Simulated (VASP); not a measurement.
# AgCl (Chlorargyrite) (Fm-3m) in VASP: settings compared

Aim: see how the results for AgCl (Chlorargyrite) move with the level of theory and the settings. Levels: LDA, PBE. Tasks: single point.

Everything below comes from runs of VASP 6.6.1. Logs are shortened: lines on timing, memory, paths and dates and some standing lists are left out, and cuts for length are marked.

**What was measured.**

A printed reference work, data compilation reports, for a bulk crystal of AgCl: band gap 3.249 eV (indirect).

The runs below are set against these values where they give the same quantity.

**1. The cell of the first run**

Symmetry: Fm-3m, No. 225, cubic system. The conventional cell has a = 5.358 Å, b = 5.358 Å, c = 5.358 Å, α = 90.00°, β = 90.00°, γ = 90.00°. Within 3.5 Å of Ag (site symmetry m-3m) lie 6 Cl at 2.68 Å. Within 3.5 Å of Cl (site symmetry m-3m) lie 6 Ag at 2.68 Å.

**2. Single point, LDA**

Input file INCAR:

```
ALGO = Normal ; EDIFF = 1E-7
ENCUT = 520 ; ISIF = 2
ISMEAR = -1 ; LASPH = True
LCHARG = True ; LELF = True
LREAL = False ; LVHAR = True
LWAVE = False ; NBANDS = 16
NELM = 80 ; PREC = Accurate
SIGMA = 0.05
```

Input file KPOINTS:

```
k-points
0
Gamma
  7 7 7
```

Input file POSCAR:

```
AgCl
1.0
    0.0000000000      2.6791680073      2.6791680073
    2.6791680073      0.0000000000      2.6791680073
    2.6791680073      2.6791680073      0.0000000000
Ag Cl
1 1
Direct
    0.0000000000      0.0000000000      0.0000000000
    0.5000000000      0.5000000000      0.5000000000
```

Potentials or basis: VASP PAW LDA potentials, release 64 (Ag, Cl).

Run with:

```bash
> cat potpaw_LDA.64/Ag/POTCAR potpaw_LDA.64/Cl/POTCAR > POTCAR
> mpirun -np 1 vasp_std > vasp.out
```

OUTCAR:

```text
EDIFF = 1E-7
   ENCUT = 520
   ISIF = 2
   ISMEAR = -1
   LASPH = True
   LREAL = False
   NELM = 80
   PREC = Accurate

 ion  position               nearest neighbor table
   1  0.000  0.000  0.000-   2 2.68   2 2.68   2 2.68   2 2.68   2 2.68   2 2.68
   2  0.500  0.500  0.500-   1 2.68   1 2.68   1 2.68   1 2.68   1 2.68   1 2.68

  LATTYP: Found a face centered cubic cell.
 ALAT       =     5.3583360146

  Lattice vectors:

 A1 = (   0.0000000000,   2.6791680073,   2.6791680073)
 A2 = (   2.6791680073,   0.0000000000,   2.6791680073)
 A3 = (   2.6791680073,   2.6791680073,   0.0000000000)

Analysis of symmetry for initial positions (statically):
=====================================================================
 Subroutine PRICEL returns:
 Original cell was already a primitive cell.

 Routine SETGRP: Setting up the symmetry group for a
 face centered cubic supercell.

 Subroutine GETGRP returns: Found 48 space group operations
 (whereof 48 operations were pure point group operations)
 out of a pool of 48 trial point group operations.

The static configuration has the point symmetry O_h .

Analysis of symmetry for dynamics (positions and initial velocities):
=====================================================================
 Subroutine PRICEL returns:
 Original cell was already a primitive cell.

 Routine SETGRP: Setting up the symmetry group for a
 face centered cubic supercell.

 Subroutine GETGRP returns: Found 48 space group operations
 (whereof 48 operations were pure point group operations)
 out of a pool of 48 trial point group operations.

The dynamic configuration has the point symmetry O_h .

 Subroutine INISYM returns: Found 48 space group operations
 (whereof 48 operations are pure point group operations),
 and found     1 'primitive' translations

----------------------------------------------------------------------------------------

                                     Primitive cell

  volume of cell :      38.4618

  direct lattice vectors                    reciprocal lattice vectors
     0.000000000  2.679168007  2.679168007    -0.186625101  0.186625101  0.186625101
     2.679168007  0.000000000  2.679168007     0.186625101 -0.186625101  0.186625101
     2.679168007  2.679168007  0.000000000     0.186625101  0.186625101 -0.186625101

  length of vectors
     3.788915732  3.788915732  3.788915732     0.323244157  0.323244157  0.323244157

  position of ions in fractional coordinates (direct lattice)
     0.000000000  0.000000000  0.000000000
     0.500000000  0.500000000  0.500000000

  ion indices of the primitive-cell ions
   primitive index   ion index
                 1           1
[... 70 lines left out ...]
   EDIFFG = 0.1E-05   stopping-criterion for IOM
   NSW    =      0    number of steps for IOM
   IBRION =     -1    ionic relax: 0-MD 1-quasi-New 2-CG
   NFREE  =      0    steps in history (QN), initial steepest desc. (CG)
   ISIF   =      2    stress and relaxation
   ISYM   =      2    0-nonsym 1-usesym 2-fastsym
   POTIM  = 0.5000    time-step for ionic-motion
   TEBEG  =    0.0;   TEEND  =   0.0 temperature during run
   PSTRESS=    0.0 pullay stress
   NELECT =      18.0000    total number of electrons
   NUPDOWN=      -1.0000    fix difference up-down
   EMIN   =  10.00;   EMAX   =-10.00  energy-range for DOS
   EFERMI =   0.00;   METHOD = LEGACY
   ISMEAR =    -1;   SIGMA  =   0.05  broadening in eV -4-tet -1-fermi 0-gaus
   EFERMI_NEDOS =   21; number of points for ismear=-14 and -15
   IALGO  =     38    algorithm
   IMIX   =      4    mixing-type and parameters
     AMIX     =   0.40;   BMIX     =  1.00
     AMIX_MAG =   1.60;   BMIX_MAG =  1.00
  volume/ion in A,a.u.               =      19.23       129.78
  Fermi-wavevector in a.u.,A,eV,Ry     =   1.271030  2.401898 21.980438  1.615517
  Thomas-Fermi vector in A             =   2.403985
   LORBIT       =      0    0 simple, 1 ext, 2 COOP (PROOUT), +10 PAW based schemes
   GGA     = CA    functional components
   LHFCALC =     F    Hartree Fock is set to
   AEXX    =    0.0000 exact exchange contribution
   IVDW    =     0    specifies the selected vdW correction
   LEPSILON=     F    determine dielectric tensor
   LRPA    =     F    only Hartree local field effects (RPA)
 non-spin polarized calculation
  energy-cutoff  :      520.00
  volume of cell :       38.46
 maximum number of plane-waves:      1047
   NGX = 15   NGY = 15   NGZ = 15

 number of electron      18.0000004 magnetization

 Free energy of the ion-electron system (eV)
  ---------------------------------------------------
  ext. energy  EPLUGINS =         0.00000000
  ---------------------------------------------------
  free energy    TOTEN  =        -6.79283391 eV

  energy without entropy =       -6.79281738  energy(sigma->0) =       -6.79282565

 E-fermi :   5.3507     XC(G=0): -10.9678

 val. band max:        4.8884613053   @ k =   0.4286   0.0000   0.0000
 cond. band min:       5.6370501429   @ k =   0.0000   0.0000   0.0000
 fundamental gap:      0.7485888376
 Fermi energy:         5.3507390172

 k-point     1 :       0.0000    0.0000    0.0000
  band No.  band energies     occupation
      1     -10.8099      2.00000
      2       1.9863      2.00000
      3       1.9863      2.00000
      4       1.9863      2.00000
      5       2.0330      2.00000
      6       2.0330      2.00000
[... 357 lines left out ...]
      3       0.0933      2.00000
      4       0.3002      2.00000
      5       2.3716      2.00000
      6       2.5383      2.00000
[... 8 lines left out ...]
     15      18.4357      0.00000
     16      20.8043      0.00000

------------------------ aborting loop because EDIFF is reached ----------------------------------------

  FORCE on cell =-STRESS in cart. coord.  units (eV):
  Direction    XX          YY          ZZ          XY          YZ          ZX
  --------------------------------------------------------------------------------------
  -------------------------------------------------------------------------------------
  Total       -0.0326525     -0.0326525     -0.0326525      0.0000000      0.0000000     -0.0000000
  in kB       -1.3601807     -1.3601807     -1.3601807      0.0000000      0.0000000     -0.0000000
  external PRESSURE =      -1.3601807 kB  Pullay stress =       0.0000000 kB

 VOLUME and BASIS-vectors are now :
 -----------------------------------------------------------------------------
  energy-cutoff  :      520.00
  volume of cell :       38.46
      direct lattice vectors                 reciprocal lattice vectors
     0.000000000  2.679168007  2.679168007    -0.186625101  0.186625101  0.186625101
     2.679168007  0.000000000  2.679168007     0.186625101 -0.186625101  0.186625101
     2.679168007  2.679168007  0.000000000     0.186625101  0.186625101 -0.186625101

 POSITION                                       TOTAL-FORCE (eV/Angst)
 -----------------------------------------------------------------------------------
      0.00000      0.00000      0.00000        -0.000000     -0.000000     -0.000000
      2.67917      2.67917      2.67917         0.000000      0.000000      0.000000
 -----------------------------------------------------------------------------------
    total drift:                                0.000000      0.000000      0.000000

  FREE ENERGIE OF THE ION-ELECTRON SYSTEM (eV)
  ---------------------------------------------------
  free  energy   TOTEN  =        -6.7928339136 eV

  energy  without entropy=       -6.7928173845  energy(sigma->0) =       -6.79282565
```

OSZICAR:

```text
N       E                     dE             d eps       ncg     rms          rms(c)
DAV:   1     0.954356440021E+02    0.95436E+02   -0.85407E+03   648   0.102E+03
DAV:   2    -0.371462473602E+01   -0.99150E+02   -0.92604E+02   816   0.223E+02
DAV:   3    -0.692710382469E+01   -0.32125E+01   -0.32065E+01   808   0.425E+01
DAV:   4    -0.694841908881E+01   -0.21315E-01   -0.21314E-01   792   0.370E+00
DAV:   5    -0.694868746935E+01   -0.26838E-03   -0.26838E-03   816   0.406E-01    0.848E+00
DAV:   6    -0.680206140225E+01    0.14663E+00   -0.23691E-01   808   0.676E+00    0.553E+00
DAV:   7    -0.679519615134E+01    0.68653E-02   -0.63580E-02   784   0.170E+00    0.214E+00
DAV:   8    -0.679291727322E+01    0.22789E-02   -0.32435E-03   744   0.536E-01    0.272E-01
DAV:   9    -0.679282892522E+01    0.88348E-04   -0.34011E-04   848   0.213E-01    0.318E-02
DAV:  10    -0.679283327068E+01   -0.43455E-05   -0.11670E-05   752   0.350E-02    0.123E-02
DAV:  11    -0.679283397874E+01   -0.70806E-06   -0.10495E-06   832   0.915E-03    0.390E-03
DAV:  12    -0.679283391360E+01    0.65150E-07   -0.12388E-07   504   0.253E-03
   1 F= -.67928339E+01 E0= -.67928256E+01  d E =-.165290E-04
```

stdout:

```text
POSCAR found type information on POSCAR AgCl
 POSCAR found :  2 types and       2 ions
 scaLAPACK will be used
 LDA part: xc-table for (Slater(with rela. corr.)+CA(PZ))
 , standard interpolation
 POSCAR, INCAR and KPOINTS ok, starting setup
 FFT: planning ... GRIDC
 FFT: planning ... GRID_SOFT
 FFT: planning ... GRID
 WAVECAR not read
 entering main loop
```

Run time: 8 s. Hardware: 1 thread of Intel Xeon Platinum 8375C at 2.90GHz (Ice Lake), shared host; peak memory 0.14 GiB.

What came out:

```
Free energy            : -6.7928 eV
Pressure               : -0.1 GPa
Band gap on the k mesh : 0.75 eV, indirect (least direct gap 3.40 eV)
```

[end of part 1 of 2]
